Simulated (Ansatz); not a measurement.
System: zinc-blende ZnTe. Method: PBEsol+SOC (PAW; Ansatz, an electronic-structure program).

Numerical settings: plane-wave cutoff 520 eV, 10×10×10 k mesh, Fermi–Dirac smearing 0.01 eV, PAW data made under PBE.

Results at a series of volumes:

```csv
V (Å³/atom),E − E_lowest (meV/atom),P (GPa)
26.253,17.58,3.57
26.812,7.50,2.24
27.370,1.80,1.06
27.929,0.00,0.00
28.487,1.68,-0.94
29.046,6.47,-1.79
29.604,14.03,-2.54
```

### Question
Estimate the bulk modulus and its pressure derivative from these points.

### Answer
V0 = 27.928 Å³/atom, B0 = 49.9 GPa, B′ = 4.7 (fit to the energies at full precision).

Measured, for comparison: bulk modulus 51 ± 3 GPa (room temperature, no zero-point or thermal correction; as tabulated in Determination of phase transition pressures of ZnTe under quasihydrostatic …); equilibrium volume per atom 28.42 Å³/atom (room temperature, no zero-point or thermal correction; as tabulated in Albrecht et al. (1997), arXiv:cond-mat/9706128). Computed (rounded) less measured: bulk modulus -2 % (inside the measured uncertainty), equilibrium volume per atom -1.7 %. A static lattice is as a rule a little smaller and stiffer than an uncorrected measurement, which can account for part of this.

Static lattice: no zero-point or thermal effects.
